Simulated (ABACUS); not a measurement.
## Equation of state of CsPbBr3 under LDA

```cif
data_structure
_symmetry_space_group_name_H-M 'Pm-3m'
_symmetry_Int_Tables_number 221
_cell_length_a 5.8700
_cell_length_b 5.8700
_cell_length_c 5.8700
_cell_angle_alpha 90.000
_cell_angle_beta 90.000
_cell_angle_gamma 90.000
_cell_volume 202.26
loop_
_atom_site_label
_atom_site_type_symbol
_atom_site_symmetry_multiplicity
_atom_site_Wyckoff_symbol
_atom_site_fract_x
_atom_site_fract_y
_atom_site_fract_z
_atom_site_occupancy
Pb1 Pb 1 b 0.50000 0.50000 0.50000 1
Cs1 Cs 1 a 0.00000 0.00000 0.00000 1
Br1 Br 3 c 0.50000 0.50000 0.00000 1
```

Measurements of this composition are mostly on another form, of space group No. 62.

The cell was scaled at fixed shape and fractions and run with ABACUS, PseudoDojo NC SR 0.4.1 LDA standard, plane waves, cutoff 776 eV; LDA, k mesh 4 × 4 × 4 on the cell of 5 atoms, fermi-dirac occupations of 0.05 eV, no spin polarisation, no spin-orbit coupling. Energies are those that the program minimises, any entropy of the smearing included.

```csv
V (Å³/atom),energy over the lowest row (meV/atom)
38.0253,0.72
38.8343,0.00
39.6434,1.83
40.4524,?
41.2614,12.28
42.0705,20.32
42.8795,30.04
```

Question: Fit the third-order Birch-Murnaghan form, give V0, B0 and B′, and predict the energy left open.

Answer: With y = (V0/V)^(2/3), E = E0 + (9 V0 B0/16) [(y - 1)³ B′ + (y - 1)² (6 - 4y)]. Least squares through the rows shown give V0 = 38.6461 Å³/atom, E0 = -0.09 meV, B0 = 25.25 GPa (1 eV/Å³ = 160.218 GPa) and B′ = 4.57, with a largest miss of 0.02 meV. At V = 40.4524 the form with these constants gives 6.02 meV; the run gave 6.00 meV an atom.
